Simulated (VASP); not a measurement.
# I: molecular dynamics at constant energy

I, I4/mmm (no. 139), 8 atoms in the cell. PBE, molecular dynamics; PAW potentials I (PBE set).

Ensemble: NVE; Starting temperature (K): 1000.

## Input

INCAR:
```
GGA      = PE             # functional
PREC     = Normal         # precision mode
ENCUT    = 200            # plane-wave cutoff, eV
EDIFF    = 1E-6           # SCF threshold, eV
NELMIN   = 4            
NELM     = 60             # most SCF steps
ALGO     = Fast           # electronic algorithm
LREAL    = Auto         
LASPH    = True           # aspherical terms in the spheres
ISMEAR   = -1             # smearing method
SIGMA    = 0.05           # smearing width, eV
ISYM     = 0            
LWAVE    = False          # write WAVECAR
LCHARG   = False          # write CHGCAR
IBRION   = 0              # ionic algorithm
NSW      = 60             # ionic steps
POTIM    = 4.0            # step
TEBEG    = 1000         
ISIF     = 2              # what is computed and relaxed
RANDOM_SEED= 284521 0 0   
MDALGO   = 1            
ANDERSEN_PROB= 0.0          
KPAR     = 2             
```

KPOINTS:
```
k-points
0
Monkhorst-Pack
  2 2 2
```

POSCAR:
```
I
1.0
    6.4698240000      0.0000000000      0.0000000000
    0.0000000000      6.4698240000      0.0000000000
    0.0000000000      0.0000000000      8.5296160000
I
8
Direct
    0.0000000000      0.0000000000      0.0000000000
    0.0000000000      0.5000000000      0.0000000000
    0.5000000000      0.0000000000      0.0000000000
    0.5000000000      0.5000000000      0.0000000000
    0.2500000000      0.2500000000      0.5000000000
    0.2500000000      0.7500000000      0.5000000000
    0.7500000000      0.2500000000      0.5000000000
    0.7500000000      0.7500000000      0.5000000000
```

Commands:
```
cat potpaw_PBE.64/I/POTCAR > POTCAR
mpirun -np 2 vasp_std > vasp.out
```

## Result

- Rise of the mean potential energy above the start (meV/atom): 14.4
- Mean temperature (K): 873
- Standard error of the mean temperature (K): 71
- Relative fluctuation of the kinetic energy: 0.180
- Canonical value of that fluctuation: 0.309
- Electronic steps per ionic step after the first: 5.3

Course of the run:

| Time (fs) | Temperature (K) | Potential energy less the first (meV/atom) |
|---|---|---|
| 4 | 1000 | 0.0 |
| 24 | 979 | 2.3 |
| 40 | 922 | 8.7 |
| 60 | 789 | 23.8 |
| 76 | 659 | 38.6 |
| 96 | 575 | 48.1 |
| 112 | 628 | 42.1 |
| 132 | 792 | 23.5 |
| 148 | 908 | 10.4 |
| 168 | 975 | 2.9 |
| 184 | 985 | 1.8 |
| 204 | 997 | 0.4 |
| 220 | 1029 | -3.2 |
| 240 | 1106 | -11.8 |

REPORT:
```
MDALGO =   1
         ANDERSEN_PROB =  0.00000000
               SCALING =       0
                 CNEXP =     9.000   14.000
           RANDOM_SEED =            284521                0                0

   original number of atomic DOF:         21
   number of independent constraints:      0
   number of active DOF:                  21

========================================
         MD step No.       1
========================================

  Atomic velocities initialized by STEP_tb

  >Energies
                    E_tot             E_pot             E_kin               EPS                ES
   e_b>   -0.74759489E+01   -0.83807745E+01    0.90482568E+00    0.00000000E+00    0.00000000E+00

  >Temperature
               T_sim     T_inst
   tmprt>   1000.000   1000.000

  >Thermostat, num. of collisions:                0

           RANDOM_SEED =            284521               96                0

[... steps left out ...]

========================================
         MD step No.      60
========================================

  >Energies
                    E_tot             E_pot             E_kin               EPS                ES
   e_b>   -0.74749332E+01   -0.84755644E+01    0.10006312E+01    0.00000000E+00    0.00000000E+00

  >Temperature
               T_sim     T_inst
   tmprt>   1000.000   1105.883

  >Thermostat, num. of collisions:                0

           RANDOM_SEED =            284521             2928                0
```

OSZICAR:
```
N       E                     dE             d eps       ncg     rms          rms(c)
DAV:   1     0.237446216031E+03    0.23745E+03   -0.12178E+04   264   0.624E+02
DAV:   2     0.940803999910E+01   -0.22804E+03   -0.22641E+03   368   0.155E+02
DAV:   3    -0.821889522735E+01   -0.17627E+02   -0.17512E+02   294   0.502E+01
DAV:   4    -0.861418430234E+01   -0.39529E+00   -0.39435E+00   280   0.917E+00
DAV:   5    -0.862533636048E+01   -0.11152E-01   -0.11151E-01   296   0.150E+00    0.121E+01
RMM:   6    -0.844919535576E+01    0.17614E+00   -0.14127E-01   264   0.147E+00    0.733E+00
RMM:   7    -0.837814079441E+01    0.71055E-01   -0.37432E-01   264   0.251E+00    0.276E-01
RMM:   8    -0.838028120903E+01   -0.21404E-02   -0.30580E-02   264   0.105E+00    0.138E-01
RMM:   9    -0.838074069778E+01   -0.45949E-03   -0.44700E-03   264   0.399E-01    0.592E-02
RMM:  10    -0.838077530787E+01   -0.34610E-04   -0.57521E-04   265   0.137E-01    0.446E-02
RMM:  11    -0.838077200732E+01    0.33005E-05   -0.11994E-04   272   0.639E-02    0.127E-02
RMM:  12    -0.838077470749E+01   -0.27002E-05   -0.37902E-05   264   0.324E-02    0.754E-03
[... left out ...]
     59 T=  1087. E= -.74751131E+01 F= -.84590215E+01 E0= -.83974143E+01  EK= 0.98391E+00 SP= 0.00E+00 SK= 0.00E+00
[... last step whole ...]
       N       E                     dE             d eps       ncg     rms          rms(c)
DAV:   1    -0.847545106340E+01   -0.16430E-01   -0.24971E-02   462   0.238E+00    0.237E-02
RMM:   2    -0.847557582043E+01   -0.12476E-03   -0.10785E-03   264   0.101E-01    0.437E-02
RMM:   3    -0.847556180207E+01    0.14018E-04   -0.11594E-04   280   0.388E-02    0.282E-02
RMM:   4    -0.847556412381E+01   -0.23217E-05   -0.25673E-05   243   0.167E-02    0.298E-02
RMM:   5    -0.847556437530E+01   -0.25149E-06   -0.32898E-06   162   0.681E-03
     60 T=  1106. E= -.74749332E+01 F= -.84755644E+01 E0= -.84153966E+01  EK= 0.10006E+01 SP= 0.00E+00 SK= 0.00E+00
```

Limits: 240 fs of 8 atoms are too short for converged averages.

VASP 6.6.1 took 185 s on 2 cores (AMD EPYC 7R13 (Zen 3)), a shared host.
